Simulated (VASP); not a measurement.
Crystal: N.

```xyz
8
Lattice="5.5605 0.0000 0.0000 0.0000 5.5605 0.0000 0.0000 0.0000 5.5605" Properties=species:S:1:pos:R:3 pbc="T T T"
N     0.3192    2.4611    3.0994
N     2.4611    3.0994    0.3192
N     3.0994    0.3192    2.4611
N     5.2414    5.2414    5.2414
N     5.2414    3.0994    2.4611
N     3.0994    2.4611    5.2414
N     2.4611    5.2414    3.0994
N     0.3192    0.3192    0.3192
```

| Quantity | Value |
| --- | --- |
| Program | VASP 6.6.1 |
| Task | relaxation of cell and atoms |
| Functional | LDA |
| Potentials or basis | VASP PAW LDA potentials, release 64 (N) |
| Cutoff | 600 eV |
| k mesh | 4 × 4 × 4 |
| Occupations | gaussian, width 0.02 eV |
| Spin | no spin polarisation |

At the start: pressure -1.2 GPa; volume 21.49 Å³/atom.

Q: How do energy, volume and symmetry change on relaxing?

A: Over 14 steps the energy falls by 13.0 meV/atom and the volume is 16.88 Å³/atom (-21.5 %); space group Pa-3 (No. 205, to 0.05 Å).

The path:
```
step  energy change (eV)  largest force (eV/Å)  pressure (GPa)  volume (Å³)
   1              0.0000                0.3901           -1.21       171.93
   2              0.6261                7.8577            9.89       167.92
   3             -0.0032                0.0572           -0.60       171.65
   4             -0.0032                0.0867           -0.56       171.63
   5             -0.0108                0.0779           -0.56       169.82
   6             -0.0329                0.0716           -0.55       164.47
   7             -0.0719                0.1337           -0.34       154.12
   8             -0.0994                0.5599            1.13       134.73
   9             -0.1013                0.3550            0.82       134.27
  10             -0.1020                0.1066            0.42       133.70
  11             -0.1020                0.1281            0.46       133.75
  12             -0.1022                0.1151            0.42       133.88
  13             -0.1028                0.0734            0.32       134.26
  14             -0.1037                0.0089            0.13       135.03
```

Final structure:
```
CELL_PARAMETERS angstrom
5.13030 0.00000 0.00000
0.00000 5.13030 0.00000
0.00000 0.00000 5.13030
ATOMIC_POSITIONS crystal
N 0.06204 0.43796 0.56204
N 0.43796 0.56204 0.06204
N 0.56204 0.06204 0.43796
N 0.93796 0.93796 0.93796
N 0.93796 0.56204 0.43796
N 0.56204 0.43796 0.93796
N 0.43796 0.93796 0.56204
N 0.06204 0.06204 0.06204
```

Caveat: the standard files for N, O and F lose accuracy on very short bonds; the volume moved by over 15 % at a fixed basis, so the end points are rough.
